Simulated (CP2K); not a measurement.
The system is MgSi.

```
CELL_PARAMETERS angstrom
2.90839 0.00000 0.00000
0.00000 2.90839 0.00000
0.00000 0.00000 4.10343
ATOMIC_POSITIONS crystal
Si 0.50000 0.50000 0.50000
Mg 0.00000 0.00000 0.00000
```

The cell comes from a database or a generator and needn't be the stable form of this composition.

Base run:

| Property | Result |
| --- | --- |
| Program | CP2K 2026.2 |
| Functional | PBEsol |
| Dispersion | rVV10 |
| Potentials or basis | POTENTIAL_UZH Si GTH-PBE-q4, Mg GTH-PBE-q10; TZVP-MOLOPT-PBE-GTH basis |
| Density cutoff | 19048 eV |
| k mesh | 9 × 9 × 7 |
| Occupations | fermi-dirac, width 0.05 eV |
| Spin | no spin polarisation |

Its results: band gap on the k mesh none (metal or under the smearing width); pressure -0.3 GPa.

Task: The run is repeated on the same cell with these changes: dispersion from rVV10 to D3(BJ)+ATM. What comes out?

Result: Band gap on the k mesh none (metal or under the smearing width); pressure -3.0 GPa.

Caveats: the potentials were made for another functional, which shifts forces and pressure; the basis of atomic orbitals isn't converged, which shifts pressures, moduli and gaps; pairwise dispersion overbinds metals, which lowers pressure and volume.
